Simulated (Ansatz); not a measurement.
# BP (F-43m) in Ansatz: further runs, part 2 of 2

Ansatz 0.2.0. The steps go on from the part before.

## (3) Electric field gradients, LC-wPBE

Contents of input.yaml:

```yaml
crystal:
  lattice:
    - [0.0, 2.269, 2.269]
    - [2.269, 0.0, 2.269]
    - [2.269, 2.269, 0.0]
  atoms:
    - { symbol: P, position: [0.25, 0.25, 0.25] }
    - { symbol: B, position: [0.0, 0.0, 0.0] }
hamiltonian:
  xc: lc_wpbe
  pseudopotentials: { kind: paw, core: small }
kpoints:
  mp_grid: { grid: [6, 6, 6] }
scf:
  occupations: { method: methfessel_paxton, width: 0.05 }
output:
  forces: true
  stress: true
  eigenvalues: true
  efg: {}
  write_density: true
  write_potential: true
  elf: true
  volumetric_format: npy
```

Potentials or basis: Ansatz PAW.

Command:

```
$ ansatz run input.yaml --threads 2 --pin off --max-ram 5120MiB --backend cpu --events-out ev --progress --plain --runs-dir out
```

Standard output:

```text
Warning: output.stress: scf.convergence.dr2_threshold = 1e-7 eV (the SCF's general default) is looser than the 2e-10 eV advised for a printed stress (1e-10 eV for each atom of the cell: 2). What an SCF threshold leaves in a stress goes as its square root, and in the free energy as the threshold itself, and one threshold admits the most on a small cell: of the crystals measured, under no hybrid functional and no lock of the moments, on runs that ended without the residual-converged pass, on stresses that held no estimate of that error, the worst erred by over 100 MPa in a component at 1e-7 eV an atom and by under 5 at 1e-10. Set scf.convergence.dr2_threshold to 2e-10 eV or tighter. The threshold is an SCF's pass mark: one that does not reach it within its budget of iterations ends unconverged, or closes short of it on a stop that the run arms, and scf.convergence.dr2_threshold's page says what that costs each kind of run
Warning: output.stress: scf.exx.energy_threshold = 1e-6 eV is looser than the 2e-8 eV advised for a stress under a hybrid functional (1e-8 eV for each atom of the cell: 2). Every SCF of the exchange loop can meet its threshold on dr2 while the loop round them stops early: no threshold on dr2 bounds what that leaves in the stress. Set scf.exx.energy_threshold to 2e-8 eV or tighter. The threshold is the loop's pass mark: a loop that does not reach it within its budget of cycles ends unconverged, and scf.exx.energy_threshold's page has the law
Warning: RAYON_NUM_THREADS=2 ignored (pool sized by the plan → 2); use --threads N
Engine: ansatz 0.2.0, aarch64-unknown-linux-gnu
Pseudopotentials: kind: paw
Pseudopotential: P, paw, valence charge 5, recommended cutoff 420 eV (normal), P.paw.azcp
Pseudopotential: B, paw, valence charge 3, recommended cutoff 420 eV (normal), B.paw.azcp
Functional definition: LC-wPBE
  parameter omega = 0.4/bohr
  exchange = pbe_x_sr(omega) + exact_x_lr(omega)
  correlation = pbe_c
Crystal: 2 atoms, lattice volume = 23.363 Å³
Basis set: ecut = 420 eV, 459 PW (Γ), exchange–correlation on 48×48×48 points (8 copies of the dense FFT grid, shifted against one another)
Bands: 8, of which v1, the nominal top of the filled ones, is band 4 counted from 1 (3 counted from 0)
Symmetry: 24 space group operations
Space group: F-43m (ITA 216), of the structure as read, at distance tolerance 2.9e-5 Å
k-points: 16 of 216 (time reversal used)
Non-local potential: P, projectors of the file, l = 0: 2, l = 1: 2, l = 2: 2
Non-local potential: B, projectors of the file, l = 0: 2, l = 1: 2, l = 2: 1
PAW form: soft (Blöchl's): semilocal exchange-correlation on the pseudo side does not see the compensation charge
PAW frozen core: P, regenerated for the run's functional, and the local potential with it (the file was generated under x = pbe(κ = 0.804, μ = 0.2195149727645171), c = pbe(β = 0.06672455060314922))
PAW frozen core: B, regenerated for the run's functional, and the local potential with it (the file was generated under x = pbe(κ = 0.804, μ = 0.2195149727645171), c = pbe(β = 0.06672455060314922))
PAW one-centre angular grid: P, 110 points (default); XC on 64 Gauss nodes
PAW one-centre angular grid: B, 110 points (default); XC on 64 Gauss nodes
Initial density: superposition of atomic densities (neutral atoms: chi_scale 0, normalization atom), corrected by the library's trained network
Initial wavefunctions: pseudopotential atomic-orbital guess
Functional: x = pbe(κ = 0.804, μ = 0.2195149727645171), c = pbe(β = 0.06672455060314922), warm-up for x = pbe(κ = 0.804, μ = 0.2195149727645171) + 1 (exact − pbe) at long range (ω = 0.7558904498503081 Å⁻¹), c = pbe(β = 0.06672455060314922)
SCF iter   1: F=—  HF=-912.430046 eV  |F-HF|=—  |Δ(HF+E_count)|=         —  Δρ=9.79e-4  dr2=1.05e-4  ethr=1.77e-3  ⟨swp⟩=2.0  Hψ=888  notcnv=0
preconditioner: auto → none  [insulator: Δε(μ)=1.332 eV  Ē_g=12.804 eV  σ=0.050 eV  W_gap=1.00  n_scr=0 (ndim 8)  ℏωp=21.7 eV  f_vac=0.000  D(μ)=-0.00/eV (n_scr^D=0)]
iter 2 solved again at ethr=1.14e-7 eV; its pass at ethr=1.31e-6 eV (dr2=9.11e-6 eV) is discarded
SCF iter   2: F=-912.430166 eV  HF=-912.430129 eV  |F-HF|=3.70e-5  |Δ(HF+E_count)|=   8.23e-5  S|Δr|=    0.00e0  Δρ=4.52e-4  dr2=9.39e-6  ethr=1.14e-7  ⟨swp⟩=2.0  Hψ=412  notcnv=0
SCF 1 stopped early in 2 iterations: F = -912.430166 eV  dr2 = 9.39e-6
Initial density: handed on by an earlier stage of this run
Initial wavefunctions: those handed on with the density
Functional: x = pbe(κ = 0.804, μ = 0.2195149727645171) + 1 (exact − pbe) at long range (ω = 0.7558904498503081 Å⁻¹), c = pbe(β = 0.06672455060314922)
Exchange kernel: α = 0.0000 at short range, 1.0000 at long range (ω = 0.7559 Å⁻¹), several ranges, Wigner–Seitz truncation, v(0) = 10120.1240 eV·Å³, q-mesh 6×6×6, nearest image of the exchange supercell L = 19.25 Å, pair-density grid 18×18×18, without the augmentation charges, whose exchange is taken in its separable form by FFT convolution over the k-point mesh (the finest that the files' search goes to), smooth part of the exact exchange by density-matrix convolution
Frozen-core exchange: fock
SCF iter   1: F=—  HF=-914.266690 eV  |F-HF|=—  |Δ(HF+E_count)|=         —  Δρ=4.86e-3  dr2=3.06e-3  ethr=1.17e-6  ⟨swp⟩=7.6  Hψ=721  notcnv=0
preconditioner: auto → none  [insulator: Δε(μ)=6.286 eV  Ē_g=20.665 eV  σ=0.050 eV  W_gap=1.00  n_scr=0 (ndim 8)  ℏωp=21.7 eV  f_vac=0.000  D(μ)=0.00/eV (n_scr^D=0)]
SCF iter   2: F=—  HF=-914.265604 eV  |F-HF|=—  |Δ(HF+E_count)|=   1.09e-3  S|Δr|=    0.00e0  Δρ=2.25e-3  dr2=1.01e-2  ethr=1.17e-6  ⟨swp⟩=3.0  Hψ=256  notcnv=0
SCF iter   3: F=—  HF=-914.300389 eV  |F-HF|=—  |Δ(HF+E_count)|=   3.48e-2  S|Δr|=    0.00e0  Δρ=1.59e-3  dr2=1.29e-3  ethr=1.17e-6  ⟨swp⟩=4.1  Hψ=336  notcnv=0
SCF iter   4: F=—  HF=-914.303285 eV  |F-HF|=—  |Δ(HF+E_count)|=   2.90e-3  S|Δr|=    0.00e0  Δρ=6.21e-4  dr2=3.29e-4  ethr=1.17e-6  ⟨swp⟩=3.5  Hψ=270  notcnv=0
SCF iter   5: F=-914.303816 eV  HF=-914.303816 eV  |F-HF|=1.92e-7  |Δ(HF+E_count)|=   5.31e-4  S|Δr|=    0.00e0  Δρ=3.47e-5  dr2=6.92e-7  ethr=7.28e-7  ⟨swp⟩=3.7  Hψ=283  notcnv=0
SCF 2 stopped early in 5 iterations: F = -914.303816 eV  dr2 = 6.92e-7
hybrid outer 1: dexx = +5.568e-2 eV, tail = 2.17e-5 eV
Exchange kernel: α = 0.0000 at short range, 1.0000 at long range (ω = 0.7559 Å⁻¹), several ranges, Wigner–Seitz truncation, v(0) = 10120.1240 eV·Å³, q-mesh 6×6×6, nearest image of the exchange supercell L = 19.25 Å, pair-density grid 18×18×18, without the augmentation charges, whose exchange is taken in its separable form by FFT convolution over the k-point mesh (the finest that the files' search goes to), smooth part of the exact exchange by density-matrix convolution
Frozen-core exchange: fock
SCF iter   1: F=—  HF=-914.304096 eV  |F-HF|=—  |Δ(HF+E_count)|=         —  Δρ=3.69e-5  dr2=2.50e-7  ethr=1.36e-6  ⟨swp⟩=4.7  Hψ=407  notcnv=0
preconditioner: auto → none  [insulator: Δε(μ)=6.706 eV  Ē_g=20.743 eV  σ=0.050 eV  W_gap=1.00  n_scr=0 (ndim 8)  ℏωp=21.7 eV  f_vac=0.000  D(μ)=0.00/eV (n_scr^D=0)]
SCF iter   2: F=—  HF=-914.304096 eV  |F-HF|=—  |Δ(HF+E_count)|=   4.80e-7  S|Δr|=    0.00e0  Δρ=1.93e-5  dr2=5.60e-8  ethr=2.03e-9  ⟨swp⟩=3.2  Hψ=267  notcnv=0  defer=1
SCF iter   3: F=-914.304096 eV  HF=-914.304096 eV  |F-HF|=1.06e-9  |Δ(HF+E_count)|=   4.55e-8  S|Δr|=    0.00e0  Δρ=3.28e-6  dr2=3.45e-9  ethr=5.50e-10  ⟨swp⟩=3.1  Hψ=278  notcnv=0  defer=1
SCF 3 converged in 3 iterations: F = -914.304096 eV  dr2 = 3.45e-9
  Residual-converged pass: ⟨swp⟩=2.9  Hψ=217  notcnv=0  max |occ|·‖R‖ = 2.4e-6 eV (tolerance 2.4e-6 eV)  dr2=3.42e-9  dr2_onsite=5.28e-11  max |Δocc| = 0.0e0
hybrid outer 2: dexx = +1.195e-6 eV, tail = 4.57e-8 eV, Δε = 2.45e-3 eV (about 1.46e-4 eV left of the loop's levels)
hybrid SCF converged: 2 outer / 8 inner (+2 warm-up), last move |dexx| = 1.19e-6 eV, tail = 4.57e-8 eV
Stability not checked: this state was not tested for a lower state beside it, because the functional holds exact exchange (a hybrid, or Hartree-Fock), whose exchange loop this test does not read (fock_operator; see scf.lower_state_search)
Free energy (F): -914.304097 eV
Frozen-core exchange: fock
Harris-Foulkes:  -914.304097 eV  (|F-HF|=1.06e-9)
Internal energy: -914.304097 eV  (E = F + TS)
E sigma→0 (E₀):  -914.304097 eV
Fermi energy:    9.780272 eV
Step filling:    the computed levels leave a gap of 6.7067 eV = 134.1 smearing widths at the electron count; against every level under it full and every level over it empty, smearing changes F+E_penalty+E_count by +0.00e0 meV and its σ→0 estimate by +0.00e0 meV
--- Per-component energies (eV) ---
  E_band       = -14.187913
  E_kinetic    = 122.182400
  E_local      = -67.125217  (includes V_loc(G=0)·N_el)
  E_nonlocal   = 43.679898
  E_hartree    = 17.126941
  E_xc         = -51.163749
  E_vxc        = -60.649258  (∫ρ·V_xc dr)
  E_exx        = -38.559263  (= α·E_x^exact, valence–valence)
  E_paw        = -654.953787  (= ΣΔE_a)
  E_vpaw       = -9.410644  (= ΣTr[D̂ρ^β])
  E_aug_tail   = 0.000000  (compensation charges beyond the density's cutoff)
  E_ewald      = -285.491518
  E_core_change = 0.000198  (= ΣΔE_core)
  E_smearing   = -0.000000  (= −TS)
  E_closure    = 0.000000  (closes the sum)
  Σ components = -914.304097   (vs F -914.304097, Δ=0.00e0)
--- Forces (eV/Å), atoms counted from 1 ---
  atom   1  P     -0.00000000     0.00000000     0.00000000
  atom   2  B      0.00000000    -0.00000000     0.00000000
  max |Σ_I F_I| component: 3.52e-16 eV/Å
--- Stress (GPa, compression-positive) ---
       -5.219831       0.000000       0.000000
        0.000000      -5.219831       0.000000
       -0.000000       0.000000      -5.219831
  P = ⅓ Tr σ = -5.2198 GPa (-52.198 kbar)
--- PAW observables at the nuclei: V_zz in 10²¹ V/m², potentials from the cell's mean, atoms counted from 1 ---
  atom   1  P  V_zz =    -0.000000   η = 0.0000   by run symmetry: forbidden
            electrostatic potential = -1495.258941 V   contact ρ = none
  atom   2  B  V_zz =    +0.000000   η = 0.0000   by run symmetry: forbidden
            electrostatic potential = -325.723106 V   contact ρ = none
--- Band table (eV; the first three rows and the last of 16) ---
  k-point 0: bands = ["-12.7908", "6.4269", "6.4269", "6.4269", "15.4688", "15.4688", "15.4688", "20.4870"]
  k-point 1: bands = ["-12.2030", "2.9068", "5.6241", "5.6241", "16.2321", "16.5713", "16.5713", "21.8333"]
  k-point 2: bands = ["-10.5005", "-2.2030", "4.5376", "4.5376", "16.2480", "17.2434", "17.2434", "23.1335"]
  k-point 15: bands = ["-6.5337", "-4.1798", "-0.2943", "-0.1463", "16.0267", "16.6678", "22.3966", "23.0040"]
```

v_z.tsv:

```text
# z_ang	v_es[eV]	v_tot[eV]
# format = ansatz-planar-average/11
# xc	lc_wpbe
# density_cutoff_ev	1680
# datasets	P=:simpson_from_first_knot:soft:fock:shift=0	B=:simpson_from_first_knot:soft:fock:shift=0
# lattice	0.000000000	2.269000000	2.269000000
# lattice	2.269000000	0.000000000	2.269000000
# lattice	2.269000000	2.269000000	0.000000000
# sites	2
# site	15	1.134500000	1.134500000	1.134500000
# site	5	0.000000000	0.000000000	0.000000000
0.000000	-2.200193e0	-9.541733e0
0.133702	-3.959276e0	-1.158112e1
0.267404	-5.280178e0	-1.310490e1
0.401106	-5.990645e0	-1.395516e1
0.534808	-6.072623e0	-1.410318e1
0.668511	-5.668840e0	-1.364633e1
[... 16 lines left out ...]
2.941446	1.826821e0	-4.673769e0
3.075148	-2.234836e-1	-7.185461e0
```

Run time: 9 s. Hardware: 2 threads of Arm Neoverse V1, shared host; peak memory 0.71 GiB.

Results:

| Property | Result |
| --- | --- |
| Free energy | -914.3041 eV |
| Pressure | -5.2 GPa |
| Band gap on the k mesh | 6.71 eV, indirect (least direct gap 9.04 eV) |

Caveat: the PAW data sets come from PBE, with cores solved anew for the run's functional, which leaves a small shift of forces and pressure; the thresholds are loose for stress. A k mesh can miss the band edges.
